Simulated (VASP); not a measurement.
# In (Im-3m) in VASP: single point with LDA

Aim: the single point of In with LDA.

Program: VASP 6.6.1. These are calculated values, not measurements. Logs are shortened: lines on timing, memory, paths and dates and some standing lists are left out, and cuts for length are marked.

**1. The crystal as given**

It takes space group Im-3m (No. 229, cubic). Conventional cell: a = 3.765 Å, b = 3.765 Å, c = 3.765 Å, α = 90.00°, β = 90.00°, γ = 90.00°. In (site symmetry m-3m) has 8 In at 3.26 Å as nearest neighbours.

This isn't the form of In at room conditions, which is tetragonal.

**2. Single point, LDA**

Contents of INCAR:

```
ALGO = Normal
EDIFF = 1E-7
ENCUT = 520
ISIF = 2
ISMEAR = 0
LASPH = True
LCHARG = True
LELF = True
LREAL = False
LVHAR = True
LWAVE = False
NBANDS = 12
NELM = 80
PREC = Accurate
SIGMA = 0.1
```

Contents of KPOINTS:

```
k-points
0
Gamma
  6 6 6
```

Contents of POSCAR:

```
In
1.0
   -1.8825252400      1.8825252400      1.8825252400
    1.8825252400     -1.8825252400      1.8825252400
    1.8825252400      1.8825252400     -1.8825252400
In
1
Direct
    0.0000000000      0.0000000000      0.0000000000
```

Potentials or basis: VASP PAW LDA potentials, release 64 (In_d).

Launch:

```console
cat potpaw_LDA.64/In_d/POTCAR > POTCAR
mpirun -np 1 vasp_std > vasp.out
```

OUTCAR:

```text
EDIFF = 1E-7
   ENCUT = 520
   ISIF = 2
   ISMEAR = 0
   LASPH = True
   LREAL = False
   NELM = 80
   PREC = Accurate

 ion  position               nearest neighbor table
   1  0.000  0.000  0.000-

  LATTYP: Found a body centered cubic cell.
 ALAT       =     3.7650504800

  Lattice vectors:

 A1 = (  -1.8825252400,   1.8825252400,   1.8825252400)
 A2 = (   1.8825252400,  -1.8825252400,   1.8825252400)
 A3 = (   1.8825252400,   1.8825252400,  -1.8825252400)

Analysis of symmetry for initial positions (statically):
=====================================================================
 Subroutine PRICEL returns:
 Original cell was already a primitive cell.

 Routine SETGRP: Setting up the symmetry group for a
 body centered cubic supercell.

 Subroutine GETGRP returns: Found 48 space group operations
 (whereof 48 operations were pure point group operations)
 out of a pool of 48 trial point group operations.

The static configuration has the point symmetry O_h .

Analysis of symmetry for dynamics (positions and initial velocities):
=====================================================================
 Subroutine PRICEL returns:
 Original cell was already a primitive cell.

 Routine SETGRP: Setting up the symmetry group for a
 body centered cubic supercell.

 Subroutine GETGRP returns: Found 48 space group operations
 (whereof 48 operations were pure point group operations)
 out of a pool of 48 trial point group operations.

The dynamic configuration has the point symmetry O_h .

 Subroutine INISYM returns: Found 48 space group operations
 (whereof 48 operations are pure point group operations),
 and found     1 'primitive' translations

----------------------------------------------------------------------------------------

                                     Primitive cell

  volume of cell :      26.6859

  direct lattice vectors                    reciprocal lattice vectors
    -1.882525240  1.882525240  1.882525240     0.000000000  0.265600689  0.265600689
     1.882525240 -1.882525240  1.882525240     0.265600689  0.000000000  0.265600689
     1.882525240  1.882525240 -1.882525240     0.265600689  0.265600689  0.000000000

  length of vectors
     3.260629362  3.260629362  3.260629362     0.375616096  0.375616096  0.375616096

  position of ions in fractional coordinates (direct lattice)
     0.000000000  0.000000000  0.000000000

  ion indices of the primitive-cell ions
   primitive index   ion index
                 1           1

----------------------------------------------------------------------------------------

 KPOINTS: k-points

Automatic generation of k-mesh.
 Grid dimensions read from file:
 generate k-points for:    6    6    6

 Generating k-lattice:

  Cartesian coordinates                     Fractional coordinates (reciprocal lattice)
     0.000000000  0.044266781  0.044266781     0.166666667  0.000000000  0.000000000
     0.044266781  0.000000000  0.044266781     0.000000000  0.166666667  0.000000000
     0.044266781  0.044266781  0.000000000     0.000000000  0.000000000  0.166666667

  Length of vectors
     0.062602683  0.062602683  0.062602683

  Shift w.r.t. Gamma in fractional coordinates (k-lattice)
     0.000000000  0.000000000  0.000000000

 Subroutine IBZKPT returns following result:
 ===========================================

 Found     16 irreducible k-points:

 Following reciprocal coordinates:
            Coordinates               Weight
  0.000000  0.000000  0.000000      1.000000
  0.166667  0.000000  0.000000     12.000000
  0.333333  0.000000  0.000000     12.000000
  0.500000  0.000000  0.000000      6.000000
  0.166667  0.166667  0.000000     24.000000
  0.333333  0.166667  0.000000     48.000000
[... 8 lines left out ...]
  0.500000  0.500000  0.333333     12.000000
  0.500000  0.500000  0.500000      1.000000
   k-points           NKPTS =     16   k-points in BZ     NKDIM =     16   number of bands    NBANDS=     12
   number of dos      NEDOS =    301   number of ions     NIONS =      1
   total plane-waves  NPLWV =  13824
   dimension x,y,z NGX =    24 NGY =   24 NGZ =   24
   dimension x,y,z NGXF=    48 NGYF=   48 NGZF=   48
   ions per type =               1
   NGX,Y,Z   is equivalent  to a cutoff of  12.24, 12.24, 12.24 a.u.
   NGXF,Y,Z  is equivalent  to a cutoff of  24.47, 24.47, 24.47 a.u.
 SYSTEM =  unknown system
   PREC   = accura    normal or accurate (medium, high low for compatibility)
   ISTART =      0    job   : 0-new  1-cont  2-samecut
   ICHARG =      2    charge: 1-file 2-atom 10-const
   ISPIN  =      1    spin polarized calculation?
   LNONCOLLINEAR =      F non collinear calculations
   LSORBIT =      F    spin-orbit coupling
   LASPH  =      T    aspherical Exc in radial PAW
   ENCUT  =  520.0 eV  38.22 Ry    6.18 a.u.   6.06  6.06  6.06*2*pi/ulx,y,z
   NELM   =     80;   NELMIN=  2; NELMDL= -5     # of ELM steps
   EDIFF  = 0.1E-06   stopping-criterion for ELM
   LREAL  =      F    real-space projection
   EDIFFG = 0.1E-05   stopping-criterion for IOM
   NSW    =      0    number of steps for IOM
   IBRION =     -1    ionic relax: 0-MD 1-quasi-New 2-CG
   NFREE  =      0    steps in history (QN), initial steepest desc. (CG)
   ISIF   =      2    stress and relaxation
   ISYM   =      2    0-nonsym 1-usesym 2-fastsym
   POTIM  = 0.5000    time-step for ionic-motion
   TEBEG  =    0.0;   TEEND  =   0.0 temperature during run
   PSTRESS=    0.0 pullay stress
   NELECT =      13.0000    total number of electrons
   NUPDOWN=      -1.0000    fix difference up-down
   EMIN   =  10.00;   EMAX   =-10.00  energy-range for DOS
   EFERMI =   0.00;   METHOD = LEGACY
   ISMEAR =     0;   SIGMA  =   0.10  broadening in eV -4-tet -1-fermi 0-gaus
   EFERMI_NEDOS =   21; number of points for ismear=-14 and -15
   IALGO  =     38    algorithm
   IMIX   =      4    mixing-type and parameters
     AMIX     =   0.40;   BMIX     =  1.00
     AMIX_MAG =   1.60;   BMIX_MAG =  1.00
  volume/ion in A,a.u.               =      26.69       180.09
  Fermi-wavevector in a.u.,A,eV,Ry     =   1.288136  2.434225 22.576080  1.659295
  Thomas-Fermi vector in A             =   2.420108
   LORBIT       =      0    0 simple, 1 ext, 2 COOP (PROOUT), +10 PAW based schemes
   GGA     = CA    functional components
   LHFCALC =     F    Hartree Fock is set to
   AEXX    =    0.0000 exact exchange contribution
   IVDW    =     0    specifies the selected vdW correction
   LEPSILON=     F    determine dielectric tensor
   LRPA    =     F    only Hartree local field effects (RPA)
 non-spin polarized calculation
 Gauss-broadening in eV      SIGMA  =   0.10
  energy-cutoff  :      520.00
  volume of cell :       26.69
 maximum number of plane-waves:       736
   NGX = 13   NGY = 13   NGZ = 13

 number of electron      13.0000005 magnetization

 Free energy of the ion-electron system (eV)
  ---------------------------------------------------
  ext. energy  EPLUGINS =         0.00000000
  ---------------------------------------------------
  free energy    TOTEN  =        -3.20931943 eV

  energy without entropy =       -3.20608421  energy(sigma->0) =       -3.20770182

 E-fermi :   6.8054     XC(G=0): -10.4388

 val. band max:        6.5072621421   @ k =   0.5000   0.5000   0.3333
 cond. band min:       6.8867867299   @ k =  -0.3333   0.5000   0.1667
 fundamental gap:      0.3795245878
 Fermi energy:         6.8054468713

 k-point     1 :       0.0000    0.0000    0.0000
  band No.  band energies     occupation
      1      -7.6010      2.00000
      2      -7.6010      2.00000
      3      -7.6010      2.00000
      4      -7.3318      2.00000
      5      -7.3318      2.00000
      6      -2.4342      2.00000
      7      17.7237      0.00000
      8      17.7237      0.00000
      9      17.7237      0.00000
     10      20.0302      0.00000
     11      20.0302      0.00000
     12      20.0302      0.00000

 k-point     2 :       0.1667    0.0000    0.0000
  band No.  band energies     occupation
      1      -7.6280      2.00000
      2      -7.5812      2.00000
      3      -7.4962      2.00000
      4      -7.3572      2.00000
      5      -7.3329      2.00000
      6      -1.7970      2.00000
      7      13.4573      0.00000
      8      15.7407      0.00000
      9      16.5240      0.00000
     10      18.3563      0.00000
     11      18.6348      0.00000
     12      20.1224      0.00000

 k-point     3 :       0.3333    0.0000    0.0000
  band No.  band energies     occupation
      1      -7.6815      2.00000
      2      -7.5999      2.00000
      3      -7.3643      2.00000
      4      -7.3341      2.00000
      5      -7.2783      2.00000
      6       0.1492      2.00000
      7       7.9835      0.00000
      8      13.5510      0.00000
      9      14.8571      0.00000
     10      17.3848      0.00000
     11      17.4737      0.00000
     12      21.9702      0.00000

 k-point     4 :       0.5000    0.0000    0.0000
  band No.  band energies     occupation
      1      -7.7082      2.00000
      2      -7.6359      2.00000
      3      -7.3468      2.00000
      4      -7.3344      2.00000
      5      -7.1649      2.00000
      6       3.0048      2.00000
      7       3.9067      2.00000
      8      12.7302      0.00000
      9      14.2319      0.00000
     10      17.0851      0.00000
     11      17.0908      0.00000
     12      24.0008      0.00000

 k-point     5 :       0.1667    0.1667    0.0000
  band No.  band energies     occupation
      1      -7.6410      2.00000
      2      -7.5769      2.00000
      3      -7.3798      2.00000
      4      -7.3675      2.00000
      5      -7.3292      2.00000
      6      -0.5020      2.00000
      7      10.4779      0.00000
      8      11.7708      0.00000
      9      14.6085      0.00000
     10      19.0210      0.00000
     11      19.0907      0.00000
     12      21.5516      0.00000
[... 108 lines left out ...]
      1      -7.5602      2.00000
      2      -7.5421      2.00000
      3      -7.4879      2.00000
      4      -7.3255      2.00000
      5      -7.2264      2.00000
      6       3.2747      2.00000
      7       6.8868      0.25001
      8       7.9237      0.00000
      9      14.0504      0.00000
     10      16.0108      0.00000
     11      18.7476      0.00000
     12      19.7649      0.00000

 k-point    14 :      -0.3333    0.3333    0.3333
  band No.  band energies     occupation
      1      -7.6056      2.00000
      2      -7.5326      2.00000
      3      -7.3422      2.00000
      4      -7.3422      2.00000
      5      -7.3048      2.00000
      6       2.6628      2.00000
      7       9.7230      0.00000
      8       9.7230      0.00000
      9      10.2392      0.00000
     10      13.2557      0.00000
     11      18.4308      0.00000
     12      24.4019      0.00000

 k-point    15 :       0.5000    0.5000    0.3333
  band No.  band energies     occupation
      1      -7.6446      2.00000
      2      -7.6161      2.00000
      3      -7.3386      2.00000
      4      -7.2793      2.00000
      5      -7.1960      2.00000
      6       5.1996      2.00000
      7       6.5073      1.99998
      8       8.9749      0.00000
      9      10.7350      0.00000
     10      14.1470      0.00000
     11      15.0044      0.00000
     12      24.0602      0.00000

 k-point    16 :       0.5000    0.5000    0.5000
  band No.  band energies     occupation
      1      -7.7015      2.00000
      2      -7.7015      2.00000
      3      -7.2064      2.00000
      4      -7.2064      2.00000
      5      -7.2064      2.00000
      6       7.7295      0.00000
      7       8.2218      0.00000
      8       8.2218      0.00000
      9       8.2218      0.00000
     10      12.3678      0.00000
     11      12.3678      0.00000
     12      26.4907      0.00000

------------------------ aborting loop because EDIFF is reached ----------------------------------------

  FORCE on cell =-STRESS in cart. coord.  units (eV):
  Direction    XX          YY          ZZ          XY          YZ          ZX
  --------------------------------------------------------------------------------------
  -------------------------------------------------------------------------------------
  Total       -0.6241596     -0.6241596     -0.6241596     -0.0000000     -0.0000000      0.0000000
  in kB      -37.4734627    -37.4734627    -37.4734627     -0.0000000     -0.0000000      0.0000000
  external PRESSURE =     -37.4734627 kB  Pullay stress =       0.0000000 kB

 VOLUME and BASIS-vectors are now :
 -----------------------------------------------------------------------------
  energy-cutoff  :      520.00
  volume of cell :       26.69
      direct lattice vectors                 reciprocal lattice vectors
    -1.882525240  1.882525240  1.882525240     0.000000000  0.265600689  0.265600689
     1.882525240 -1.882525240  1.882525240     0.265600689  0.000000000  0.265600689
     1.882525240  1.882525240 -1.882525240     0.265600689  0.265600689  0.000000000

 POSITION                                       TOTAL-FORCE (eV/Angst)
 -----------------------------------------------------------------------------------
      0.00000      0.00000      0.00000        -0.000000     -0.000000      0.000000
 -----------------------------------------------------------------------------------
    total drift:                                0.000000      0.000000      0.000000

  FREE ENERGIE OF THE ION-ELECTRON SYSTEM (eV)
  ---------------------------------------------------
  free  energy   TOTEN  =        -3.2093194275 eV

  energy  without entropy=       -3.2060842083  energy(sigma->0) =       -3.20770182
```

It took 3.2 s on 1 thread of Intel Xeon Platinum 8259CL at 2.50GHz (Skylake/Cascade Lake), shared host; peak memory 0.12 GiB.

What came out:

```yaml
Free_energy: -3.2093 eV
Pressure: -3.7 GPa
Band_gap_on_the_k_mesh: none (metal or under the smearing width)
```

Caveat: the k mesh is coarse (spacing up to 0.39 Å⁻¹), so the values aren't converged.
